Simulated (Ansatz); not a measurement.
Relaxed (101) slab cut from TiAl (space group P4/mmm (No. 123)); the slab's formula is TiAl, its outer planes TiAl (top) and TiAl (bottom):

```
CELL_PARAMETERS angstrom
2.82209 0.00000 0.00000
0.00000 4.95825 0.00000
0.00000 0.00000 24.28151
ATOMIC_POSITIONS crystal
Ti 0.00000 0.33424 0.31250
Al 0.50000 0.83776 0.30634
Ti 0.00000 0.65452 0.40480
Al 0.50000 0.15269 0.40438
Ti 0.00000 0.97187 0.50000
Al 0.50000 0.47187 0.50000
Ti 0.00000 0.28922 0.59520
Al 0.50000 0.79105 0.59562
Ti 0.00000 0.60950 0.68750
Al 0.50000 0.10598 0.69366
```

Level of theory: Ansatz 0.2.0, DFT PBE, scalar-relativistic, plane waves, PAW. Plane waves to 420 eV, a k mesh through Γ of 12×7×1 on the computed 10-atom cell and Gaussian smearing (0.10 eV); no spin polarisation. The cell repeats along c with a dipole correction in the vacuum.

The potential is the smooth part; its values at the atoms depend on the PAW datasets.

**Question.** How does the plane-averaged electrostatic potential energy of an electron run along c, counted from the Fermi level?

**Answer.**
```csv
z (Å),V (eV)
2.70,4.27
2.97,4.27
3.24,4.27
3.51,4.27
3.78,4.27
4.05,4.26
4.32,4.25
4.59,4.23
4.86,4.18
5.13,4.10
5.40,3.94
5.67,3.63
5.94,3.05
6.21,1.98
6.48,0.07
6.74,-3.34
7.01,-7.10
7.28,-9.40
7.55,-10.17
7.82,-9.39
8.09,-6.58
8.36,-2.57
8.63,-0.54
8.90,-1.56
9.17,-5.28
9.44,-8.63
9.71,-10.14
9.98,-10.05
10.25,-8.29
10.52,-4.63
10.79,-1.15
11.06,-0.54
11.33,-2.92
11.60,-6.93
11.87,-9.52
12.14,-10.30
12.41,-9.52
12.68,-6.93
12.95,-2.92
13.22,-0.54
13.49,-1.15
13.76,-4.63
14.03,-8.29
14.30,-10.05
14.57,-10.14
14.84,-8.63
15.11,-5.28
15.38,-1.56
15.65,-0.54
15.92,-2.57
16.19,-6.58
16.46,-9.39
16.73,-10.16
17.00,-9.40
17.27,-7.10
17.54,-3.34
17.81,0.07
18.08,1.98
18.35,3.05
18.62,3.63
18.89,3.94
19.16,4.10
19.43,4.18
19.70,4.23
19.96,4.25
20.23,4.26
20.50,4.27
20.77,4.27
21.04,4.27
21.31,4.27
21.58,4.28
```

The vacuum level lies 4.28 eV above the Fermi level.

Cost: 1 run of about 7.4 core-minutes, on Intel Xeon Processor @ 2.50GHz (Skylake/Cascade Lake) (shared hosts).